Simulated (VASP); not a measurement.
# CoO (I4/mmm) in VASP: a series of runs, part 2 of 3

VASP 6.6.1. The steps go on from the part before.

## 3. Single point, LDA+U, collinear spin, ferromagnetic start

The input, INCAR:

```
SYSTEM = CoO
PREC = Accurate
ENCUT = 520
EDIFF = 1E-6
ISMEAR = 0
SIGMA = 0.05
LREAL = .FALSE.
LASPH = .TRUE.
NELM = 150
ALGO = Fast
ISIF = 2
LWAVE = .FALSE.
LCHARG = .FALSE.
ISPIN = 2
MAGMOM = 2 0
LORBIT = 11
NUPDOWN = 0
LMAXMIX = 4
LDAU = .TRUE.
LDAUTYPE = 2
LDAUL = 2 -1
LDAUU = 3 0
LDAUJ = 0 0
LDAUPRINT = 1
GGA = CA
NBANDS = 18
```

The input, KPOINTS:

```
Automatic mesh
0
G
  9 9 9
  0 0 0
```

The input, POSCAR:

```
CoO
1.0
   -1.5080004400      1.5080004400      2.1072503600
    1.5080004400     -1.5080004400      2.1072503600
    1.5080004400      1.5080004400     -2.1072503600
Co O
1 1
Direct
    0.0000000000      0.0000000000      0.0000000000
    0.5000000000      0.5000000000      0.0000000000
```

Potentials or basis: VASP PAW LDA potentials, release 64 (Co, O).

Run with:

```bash
$ cat potpaw_LDA.64/Co/POTCAR potpaw_LDA.64/O/POTCAR > POTCAR
$ mpirun -np 1 vasp_std > vasp.out
```

OUTCAR:

```text
SYSTEM = CoO
   PREC = Accurate
   ENCUT = 520
   EDIFF = 1E-6
   ISMEAR = 0
   LREAL = .FALSE.
   LASPH = .TRUE.
   NELM = 150
   ISIF = 2
   ISPIN = 2
   LORBIT = 11
   NUPDOWN = 0
   GGA = CA

 ion  position               nearest neighbor table
   1  0.000  0.000  0.000-   2 2.11   2 2.11   2 2.13   2 2.13   2 2.13   2 2.13
   2  0.500  0.500  0.000-   1 2.11   1 2.11   1 2.13   1 2.13   1 2.13   1 2.13

  LATTYP: Found a body centered tetragonal cell.
 ALAT       =     3.0160008800
 C/A-ratio  =     1.3973804676

  Lattice vectors:

 A1 = (  -1.5080004400,   1.5080004400,   2.1072503600)
 A2 = (   1.5080004400,  -1.5080004400,   2.1072503600)
 A3 = (   1.5080004400,   1.5080004400,  -2.1072503600)

Analysis of symmetry for initial positions (statically):
=====================================================================
 Subroutine PRICEL returns:
 Original cell was already a primitive cell.

 Routine SETGRP: Setting up the symmetry group for a
 body centered tetragonal supercell.

 Subroutine GETGRP returns: Found 16 space group operations
 (whereof 16 operations were pure point group operations)
 out of a pool of 16 trial point group operations.

The static configuration has the point symmetry D_4h.

Analysis of symmetry for dynamics (positions and initial velocities):
=====================================================================
 Subroutine PRICEL returns:
 Original cell was already a primitive cell.

 Routine SETGRP: Setting up the symmetry group for a
 body centered tetragonal supercell.

 Subroutine GETGRP returns: Found 16 space group operations
 (whereof 16 operations were pure point group operations)
 out of a pool of 16 trial point group operations.

The dynamic configuration has the point symmetry D_4h.

Analysis of structural, dynamic, and magnetic symmetry:
=====================================================================
 Subroutine PRICEL returns:
 Original cell was already a primitive cell.

 Routine SETGRP: Setting up the symmetry group for a
 body centered tetragonal supercell.

 Subroutine GETGRP returns: Found 16 space group operations
 (whereof 16 operations were pure point group operations)
 out of a pool of 16 trial point group operations.

The overall configuration has the point symmetry D_4h.

 Subroutine INISYM returns: Found 16 space group operations
 (whereof 16 operations are pure point group operations),
 and found     1 'primitive' translations

----------------------------------------------------------------------------------------

                                     Primitive cell

  volume of cell :      19.1681

  direct lattice vectors                    reciprocal lattice vectors
[... 116 lines left out ...]
   GGA     = CA    functional components
   LHFCALC =     F    Hartree Fock is set to
   AEXX    =    0.0000 exact exchange contribution
   IVDW    =     0    specifies the selected vdW correction
   LEPSILON=     F    determine dielectric tensor
   LRPA    =     F    only Hartree local field effects (RPA)
 spin polarized calculation
 RMM-DIIS sequential band-by-band and
 Gauss-broadening in eV      SIGMA  =   0.05
  energy-cutoff  :      520.00
  volume of cell :       19.17
 maximum number of plane-waves:       533
   NGX = 11   NGY = 11   NGZ = 11

 number of electron      15.0000006 magnetization       0.0002133

atom =   1  type =  1  l = 2

 onsite density matrix

spin component  1

  0.4291 -0.0000 -0.0000  0.0000 -0.0000
 -0.0000  0.9545  0.0000 -0.0000 -0.0000
 -0.0000  0.0000  0.4056  0.0000 -0.0000
  0.0000 -0.0000  0.0000  0.9545  0.0000
 -0.0000 -0.0000 -0.0000  0.0000  0.9536

spin component  2

  0.4288 -0.0000 -0.0000  0.0000 -0.0000
 -0.0000  0.9545  0.0000 -0.0000 -0.0000
 -0.0000  0.0000  0.4056  0.0000 -0.0000
  0.0000 -0.0000  0.0000  0.9545  0.0000
 -0.0000 -0.0000 -0.0000  0.0000  0.9536

 occupancies and eigenvectors

  o =  0.4056  v =  0.0000  0.0000  1.0000 -0.0000 -0.0000  0.0000  0.0000  0.0000  0.0000  0.0000      0.0000  0.0000  0.0000  0.0000  0.0000  0.0000  0.0000  0.0000  0.0000  0.0000
  o =  0.4056  v =  0.0000  0.0000  0.0000  0.0000  0.0000  0.0000 -0.0000 -1.0000  0.0000 -0.0000      0.0000  0.0000  0.0000  0.0000  0.0000  0.0000  0.0000  0.0000  0.0000  0.0000
  o =  0.4288  v =  0.0000  0.0000  0.0000  0.0000  0.0000  1.0000  0.0000  0.0000  0.0000  0.0000      0.0000  0.0000  0.0000  0.0000  0.0000  0.0000  0.0000  0.0000  0.0000  0.0000
  o =  0.4291  v =  1.0000  0.0000  0.0000  0.0000  0.0000  0.0000  0.0000  0.0000  0.0000  0.0000      0.0000  0.0000  0.0000  0.0000  0.0000  0.0000  0.0000  0.0000  0.0000  0.0000
  o =  0.9536  v =  0.0000 -0.0000 -0.0000  0.0000 -1.0000  0.0000  0.0000  0.0000  0.0000  0.0000      0.0000  0.0000  0.0000  0.0000  0.0000  0.0000  0.0000  0.0000  0.0000  0.0000
  o =  0.9536  v =  0.0000  0.0000  0.0000  0.0000  0.0000  0.0000  0.0000  0.0000 -0.0000  1.0000      0.0000  0.0000  0.0000  0.0000  0.0000  0.0000  0.0000  0.0000  0.0000  0.0000
  o =  0.9545  v =  0.0000  0.7732 -0.0000  0.6341  0.0000  0.0000  0.0000  0.0000  0.0000  0.0000      0.0000  0.0000  0.0000  0.0000  0.0000  0.0000  0.0000  0.0000  0.0000  0.0000
  o =  0.9545  v =  0.0000  0.6341 -0.0000 -0.7732 -0.0000  0.0000  0.0000  0.0000  0.0000  0.0000      0.0000  0.0000  0.0000  0.0000  0.0000  0.0000  0.0000  0.0000  0.0000  0.0000
  o =  0.9545  v =  0.0000  0.0000  0.0000  0.0000  0.0000  0.0000 -0.3772  0.0000  0.9261  0.0000      0.0000  0.0000  0.0000  0.0000  0.0000  0.0000  0.0000  0.0000  0.0000  0.0000
  o =  0.9545  v =  0.0000  0.0000  0.0000  0.0000  0.0000  0.0000 -0.9261  0.0000 -0.3772  0.0000      0.0000  0.0000  0.0000  0.0000  0.0000  0.0000  0.0000  0.0000  0.0000  0.0000

 number of electron      15.0000006 magnetization      -0.0000071

 Free energy of the ion-electron system (eV)
  ---------------------------------------------------
  ext. energy  EPLUGINS =         0.00000000
  ---------------------------------------------------
  free energy    TOTEN  =       -12.37570526 eV

  energy without entropy =      -12.37199815  energy(sigma->0) =      -12.37385170

 E-fermi :   7.5243     XC(G=0): -12.9271

 val. band max:        7.5195167789   @ k =  -0.4444   0.4444   0.4444
 cond. band min:       7.5273285740   @ k =  -0.2222  -0.3333   0.1111
 fundamental gap:      0.0078117951
 Fermi energy:         7.5235825613

 spin component 1

 k-point     1 :       0.0000    0.0000    0.0000
  band No.  band energies     occupation
      1     -12.5635      1.00000
      2       4.1680      1.00000
      3       4.2154      1.00000
      4       4.2154      1.00000
      5       4.8952      1.00000
      6       4.8952      1.00000
[... 1001 lines left out ...]
     17      37.9577      0.00000
     18      39.3963      0.00000

 [... further k-points ...]

------------------------ aborting loop because EDIFF is reached ----------------------------------------

  FORCE on cell =-STRESS in cart. coord.  units (eV):
  Direction    XX          YY          ZZ          XY          YZ          ZX
  --------------------------------------------------------------------------------------
  -------------------------------------------------------------------------------------
  Total       -4.3030731     -4.3030731     -4.3644062      0.0000000      0.0000000      0.0000000
  in kB     -359.6749907   -359.6749907   -364.8015540      0.0000000      0.0000000      0.0000000
  external PRESSURE =    -361.3838451 kB  Pullay stress =       0.0000000 kB

 VOLUME and BASIS-vectors are now :
 -----------------------------------------------------------------------------
  energy-cutoff  :      520.00
  volume of cell :       19.17
      direct lattice vectors                 reciprocal lattice vectors
    -1.508000440  1.508000440  2.107250360     0.000000000  0.331564890  0.237276030
     1.508000440 -1.508000440  2.107250360     0.331564890  0.000000000  0.237276030
     1.508000440  1.508000440 -2.107250360     0.331564890  0.331564890  0.000000000

 POSITION                                       TOTAL-FORCE (eV/Angst)
 -----------------------------------------------------------------------------------
      0.00000      0.00000      0.00000        -0.000000      0.000000      0.000000
      0.00000      0.00000      2.10725         0.000000     -0.000000      0.000000
 -----------------------------------------------------------------------------------
    total drift:                               -0.000000      0.000000     -0.000000

  FREE ENERGIE OF THE ION-ELECTRON SYSTEM (eV)
  ---------------------------------------------------
  free  energy   TOTEN  =       -12.3757052605 eV

  energy  without entropy=      -12.3719981464  energy(sigma->0) =      -12.37385170

 total charge

# of ion       s       p       d       tot
------------------------------------------
    1        0.280   0.333   7.366   7.980
    2        1.540   3.351   0.000   4.891
--------------------------------------------------
tot          1.820   3.684   7.366  12.871

 magnetization (x)

# of ion       s       p       d       tot
------------------------------------------
    1        0.000   0.000   0.000   0.000
    2       -0.000  -0.000   0.000  -0.000
--------------------------------------------------
tot          0.000  -0.000   0.000   0.000
```

stdout:

```text
POSCAR found type information on POSCAR CoO
 POSCAR found :  2 types and       2 ions
 scaLAPACK will be used
 LDA part: xc-table for (Slater(with rela. corr.)+CA(PZ))
 , standard interpolation
 POSCAR, INCAR and KPOINTS ok, starting setup
 FFT: planning ... GRIDC
 FFT: planning ... GRID_SOFT
 FFT: planning ... GRID
 WAVECAR not read
 entering main loop
WARNING in EDDRMM: call to ZHEGV failed, returncode =   8  4     16
WARNING in EDDRMM: call to ZHEGV failed, returncode =   6  3     16
WARNING in EDDRMM: call to ZHEGV failed, returncode =   8  4     17
```

Run time: 75 s. Hardware: 1 thread of Intel Xeon Platinum 8375C at 2.90GHz (Ice Lake), shared host; peak memory 0.16 GiB.

What came out:

```yaml
Free_energy: -12.3757 eV
Pressure: -36.1 GPa
Net_moment: 0.00 μB per cell
Valence_electrons_inside_the_program's_atomic_spheres: Co 7.98; O 4.89
```

Eigenvalues of the final occupation matrices:
```csv
site,spin,trace,eigenvalues
site 1 d,1,3.70,0.41 0.43 0.95 0.95 0.95
site 1 d,2,3.70,0.41 0.43 0.95 0.95 0.95
```

Caveat: the moment is held away from its start; the starting moments collapsed, and a magnetic state may lie lower; a pressure of tens of GPa on the cell as given is suspect, and the run, the potentials or the cell itself is likely at fault; the total moment is fixed, so each spin has its own Fermi level. The state reached can hang on the start; a lower one may exist.

(Continued in part 3 of 3.)
